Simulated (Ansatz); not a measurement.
# How the gap and the level of V_O in Al2O3 (R-3c) follow the exchange fraction

Question: how much does the share of exact exchange change the (+1/0) level of V_O in Al2O3 (R-3c), and what does each choice cost? Model: a cell of 80 host atoms with 1 O taken out.

Method: plane-wave PAW DFT; relaxations with PBEsol, then single points with PBEsol and HSE06 form with several shares of exact exchange, on supercells at fixed charge in a uniform background, in Ansatz 0.2.0.

This is a report of a sequence of runs, with most program output left out.

## 1. Starting point

The cell holds 79 atoms: 32 Al and 47 O. Cell: a = 10.278 Å, b = 10.278 Å, c = 10.278 Å, α = 55.3°, β = 55.3°, γ = 55.3°. It derives from Al2O3 (space group R-3c). Nearest the centre at fractional (0.625, 0.278, 0.472): Al2 at 1.86 Å, Al41 at 1.86 Å, Al53 at 1.97 Å, Al52 at 1.97 Å, O79 at 2.53 Å, O16 at 2.53 Å, O57 at 2.62 Å, O18 at 2.62 Å. The cell carries charge +1.

Structure file:

The host's dielectric constants go in as inputs: (3.29, 3.29, 3.26) for the electrons alone, (9.66, 9.66, 11.75) with the ions, computed on the host (DFPT, PBEsol).

The cell's shortest repeat is 9.5 Å.

## 2. Relaxing both charge states, PBEsol

The study needs fixed structures, so each charge is relaxed once, at one point at (¼, ¼, ¼), from small random displacements that break the symmetry of the site.

The input, qp1_M1.relax/input.yaml:

```yaml
crystal:
  lattice:
    - [2.38665272, 1.37793459, 4.33762225]
    - [-2.38665272, 1.37793459, 4.33762225]
    - [0.0, -2.75586919, 4.33762225]
  atoms:
    - { symbol: Al, position: [0.647953, 0.647953, 0.647953] }
    - { symbol: Al, position: [0.852047, 0.852047, 0.852047] }
    - { symbol: Al, position: [0.147953, 0.147953, 0.147953] }
    - { symbol: Al, position: [0.352047, 0.352047, 0.352047] }
    - { symbol: O, position: [0.444168, 0.055832, 0.75] }
    - { symbol: O, position: [0.944168, 0.25, 0.555832] }
    - { symbol: O, position: [0.055832, 0.75, 0.444168] }
    - { symbol: O, position: [0.75, 0.444168, 0.055832] }
    - { symbol: O, position: [0.25, 0.555832, 0.944168] }
    - { symbol: O, position: [0.555832, 0.944168, 0.25] }
  supercell: [2, 2, 2]
  defects: [{ vacancy: 48 }]
total_charge: 1
basis:
  ecutwfc: 420
  xc_grid: 2
hamiltonian:
  xc: pbesol
  pseudopotentials: { kind: paw, azcp: { folder: soft_1 }, xc_functional: pbe }
kpoints:
  mp_grid: { grid: [1, 1, 1], shift: [0.25, 0.25, 0.25] }
magnetization:
  spin_polarized: true
  initial_magnetization: 1
  spin_locking: { lock_magnetization: hard }
scf:
  occupations: { method: fixed }
  max_iter: 100
output:
  forces: true
  charged_corrections:
    epsilon: [3.29, 3.29, 3.26]
    static_epsilon: [9.66, 9.66, 11.75]
    defect_position: [0.625, 0.277916, 0.472084]
relax:
  f_tol: 0.015
  max_steps: 60
  random_displacement: { amplitude: 0.04, seed: 3180 }
checkpoint:
  write: "../qp1_M1.relax.run"
  compress: false
  write_wavefunctions: true
  write_every: 100000
```

Launch:

```console
> ansatz run input.yaml --threads 32 --pin off --max-ram 84787MiB --backend cuda --events-out ev --progress --plain --runs-dir out --max-vram 78GiB
```

Wall time 5.4 s (1 × NVIDIA GB200 with 32 threads of Arm Neoverse V2, shared host); peak memory 1.4 GiB; 16 s of CPU time.

Relaxation path:

```tsv
step	energy less that of the first step (eV)	largest force component (eV/Å)
1	0.0000	1.9024
2	-1.2126	0.8872
3	-1.8188	0.0710
4	-1.8218	0.0099
5	-1.8218	0.0099
```

The atoms that moved most (Å, from the sites as typed, ahead of the random displacement, the mean shift of all atoms taken out):

```tsv
atom	dx	dy	dz	length
Al2	-0.092	0.010	-0.064	0.112
Al41	0.037	0.084	0.063	0.111
Al52	0.030	-0.071	-0.067	0.102
Al53	0.046	-0.061	0.067	0.102
O16	0.004	0.061	-0.008	0.062
O79	-0.055	0.027	0.007	0.062
O56	0.019	0.028	-0.035	0.049
O45	-0.034	-0.002	0.035	0.049
```

Neighbours of the ideal centre at the end:

```tsv
atom	distance (Å)
Al41	1.968
Al2	1.975
Al52	2.074
Al53	2.077
O79	2.465
O16	2.471
O57	2.597
O18	2.599
```

```tsv
charge	moment set (μB)	steps	largest displacement (Å)	time
0	0	5	0.10	4.8 s
+1	1	5	0.11	5.4 s
```

The relaxation ends 23 meV an atom lower than the displaced start, with a largest force component of 0.0099 eV/Å.

## 3. First setting: 0 (PBEsol)

Exact exchange opens the gap of the host. A level of a localised state need not follow either band edge, so its distance to each edge changes.

The input, qp1_M1.a0/input.yaml:

```yaml
crystal:
  checkpoint: "../qp1_M1.relax.run"
  host: checkpoint
total_charge: 1
basis:
  ecutwfc: 420
  xc_grid: 2
hamiltonian:
  xc: pbesol
  pseudopotentials: { kind: paw, azcp: { folder: soft_1 }, xc_functional: pbe }
kpoints:
  mp_grid: { grid: [1, 1, 1], shift: [0.25, 0.25, 0.25] }
magnetization:
  spin_polarized: true
  initial_magnetization: 1
  spin_locking: { lock_magnetization: hard }
scf:
  occupations: { method: fixed }
  max_iter: 100
output:
  forces: true
  charged_corrections:
    epsilon: [3.29, 3.29, 3.26]
    static_epsilon: [9.66, 9.66, 11.75]
    defect_position: [0.625, 0.277916, 0.472084]
  eigenvalues: true
  eigenstates: { localisation: true }
  efg: {}
checkpoint:
  read: "../qp1_M1.relax.run"
  write: "../qp1_M1.a0.run"
  compress: false
  write_wavefunctions: false
  write_every: 100000
```

Run time: 3.4 s. Hardware: 1 × NVIDIA GB200 with 32 threads; peak memory 1.5 GiB.

Both charges and the host at this setting go to place-levels, which corrects for the image charge and aligns the potentials.

The input, levels.a0.yaml:

```yaml
host:
  run: host.a0.run
states: [q0.a0.run, qp1_M1.a0.run]
geometry_from:
  q0.a0.run: q0.relax.run
  qp1_M1.a0.run: qp1_M1.relax.run
  host.a0.run: host.relax.run
chemical_potentials:
  O:
    energy: -558.291301
    dataset: <sha256 of the dataset>
```

Launch:

```console
> ansatz place-levels levels.a0.yaml -- --threads 32 --pin off --max-ram 84787MiB --backend cuda --max-vram 78GiB
```

Run time: 0.14 s. Hardware: 32 threads.

At this setting the gap is 6.036 eV and (+1/0) lies 2.740 eV above the valence top.

## 4. The other settings

From the second setting on only the share changes; the first is PBEsol, whose semilocal part differs from that of the hybrids. The next input; the others follow the same pattern (0.2, 0.25, 0.3 and 0.4):

qp1_M1.a10/input.yaml, as its differences from qp1_M1.a0/input.yaml of step 3:

```diff
@@ -8,4 +8,4 @@
 hamiltonian:
-  xc: pbesol
-  pseudopotentials: { kind: paw, azcp: { folder: soft_1 }, xc_functional: pbe }
+  xc: { preset: hse06, exx: 0.1 }
+  pseudopotentials: { kind: paw, azcp: { folder: soft_1 } }
 kpoints:
@@ -30,3 +30,3 @@
   read: "../qp1_M1.relax.run"
-  write: "../qp1_M1.a0.run"
+  write: "../qp1_M1.a10.run"
   compress: false
```

## 5. Result against cost

Times of the states on 1 × NVIDIA GB200 with 32 threads of Arm Neoverse V2, shared host; the host is run again at each setting:

```tsv
share of exact exchange	gap (eV)	(+1/0) above the valence top (eV)	under the conduction bottom (eV)	time, both charge states	time, host and placing	peak memory of a state (GiB)
0 (PBEsol) *	6.036	2.740	3.296	5 s	2.8 s	1.5
0.1	6.874	3.238	3.636	25 s	1.8 min	2.0
0.2	7.623	3.751	3.872	25 s	2 min	2.0
0.25	8.002	4.010	3.992	25 s	76 s	2.0
0.3	8.385	4.271	4.114	19 s	73 s	2.1
0.4	9.158	4.797	4.361	21 s	73 s	2.1
```

* started from the relaxation's converged state in the same settings, so its time is no fair cost.

## 6. Summary of results

```json
{
 "(plus 1/0) level, 0 (PBEsol)": "2.74 eV",
 "(plus 1/0) level, 0.1": "3.24 eV",
 "(plus 1/0) level, 0.2": "3.75 eV",
 "(plus 1/0) level, 0.25": "4.01 eV",
 "(plus 1/0) level, 0.3": "4.27 eV",
 "(plus 1/0) level, 0.4": "4.80 eV",
 "slope of the gap among the hybrids": "0.76 eV per 0.1 of exact exchange"
}
```

What this shows: From a share of 0 (PBEsol) to 0.4 the gap opens from 6.04 to 9.16 eV and (+1/0) moves from 2.74 to 4.80 eV above the valence top. Among the hybrids, by fitted slopes, the level takes 68 % of the gap's opening, between the two edges, as a localised state does. The atoms were held at the semilocal structure, so a distortion that exact exchange would bring is missing. The program warns that hybrid band edges depend on the exchange mesh, which was not varied here; the gaps and slopes may carry that error. Only the charges 0 and +1 were run, each from one start, so (+1/0) need not be a change between stable states. What this leaves open: one k-point off the zone centre stands for the whole zone; the structures are those of PBEsol; force components of up to 0.29 eV/Å remain in a run at the final settings.

[Logs are printed without paths, hosts, clocks, repeated set-up lines and the standing remarks that a program may print on its own settings, such as how far it seeks lower states.]

[Hosts, paths, dates, database ids (printed as entryN), source tags and the programs' standing remarks are cut or masked in the printed files.]

[Where a table of states has a column of steps, it counts the stored structures, which are thinned; the runs took as many ionic steps or more.]

[For some hosts the program warned that the k-mesh of the response run may be too coarse for force constants and the static dielectric constant; such warnings are not shown here.]
